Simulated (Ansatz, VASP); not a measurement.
**Two plane-wave programs on PtSe2**

```
CELL_PARAMETERS angstrom
3.72400 0.00000 0.00000
-1.86200 3.22508 0.00000
0.00000 0.00000 4.65704
ATOMIC_POSITIONS crystal
Pt 0.00000 0.00000 0.00000
Se 0.33333 0.66667 0.25000
Se 0.66667 0.33333 0.75000
```

Change from the starting cell: strain +0.000 along x and y, -0.080 along z, atoms carried along.

Alike in both runs: task single point; functional PBEsol; k mesh 12 × 12 × 10; occupations gaussian, width 0.15 eV; no spin polarisation.

|  | VASP | Ansatz |
| --- | --- | --- |
| version | VASP 6.6.1 | Ansatz 0.2.0 |
| potentials or method | VASP PAW PBE potentials, release 64 (Pt, Se) | scalar-relativistic, plane waves, PAW |
| plane-wave cutoff (eV) | 520 | 420 |
| valence electrons in the cell | 22 | 50 |

VASP gave:

| Item | Value |
| --- | --- |
| gap on the k mesh at the Fermi level (eV) | none |
| pressure (GPa) | 12.3 |
| largest component of the traceless stress (GPa) | 1.03 |
| rms of the force components (eV/Å) | 0.719 |

Task: Which values does Ansatz return?

Result: gap on the k mesh at the Fermi level (eV): none; pressure (GPa): 12.2; largest component of the traceless stress (GPa): 0.98; rms of the force components (eV/Å): 0.707.

Atom by atom the forces differ by 0.012 eV/Å (rms over components). A gap of «none» marks a metal or a gap that the smearing closes. With one functional, cell and mesh, what is left measures potentials, basis and numerics. The two sets of potentials don't hold the same shells in valence.

Caveats: the PAW data sets were made with another functional, which shifts forces and pressure a little (VASP). Spin-orbit coupling is left out, which matters for the levels of Pt.
